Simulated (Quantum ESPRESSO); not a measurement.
## ZnO under changes of volume

One of the cells (9.713 Å³/atom); the others are scaled copies at fixed shape and fractional positions:

```
Zn O
1.0
     2.68821    0.00000    0.00000
     0.00000    2.68821    0.00000
     0.00000    0.00000    2.68821
Zn O
1 1
Direct
  0.00000 0.00000 0.00000
  0.50000 0.50000 0.50000
```

The cell was built by a generator and needn't be a form met in nature.

* Program: Quantum ESPRESSO 7.5
* Functional: PBE
* Potentials or basis: SSSP 1.3 efficiency PBE
* Cutoff: 748 eV
* Density cutoff: 5987 eV
* k mesh: 10 × 10 × 10
* Occupations: fermi-dirac, width 0.05 eV
* Spin: no spin polarisation

```csv
volume (Å³/atom),energy over the lowest point (meV/atom),pressure (GPa)
9.130,?,?
9.325,9.43,7.3
9.519,2.51,3.5
9.713,0.00,0.1
9.907,1.40,-3.0
10.102,6.32,-5.7
10.296,14.39,-8.1
```

Question: What does the run at 9.130 Å³/atom give?

Answer: Energy over the lowest point 21.24 meV/atom; pressure 11.5 GPa.

Worked out: A Birch-Murnaghan fit of order 3 (a polynomial in V^(-2/3)) to the other rows has its minimum at 9.74 Å³/atom with B0 = V·E''(V) = 160 GPa and B' = 4.6. It gives 21.32 meV/atom at 9.130 Å³/atom, against the run's 21.24, and -dE/dV = 12.0 GPa, against 11.5.

Energies are extrapolated to zero smearing.
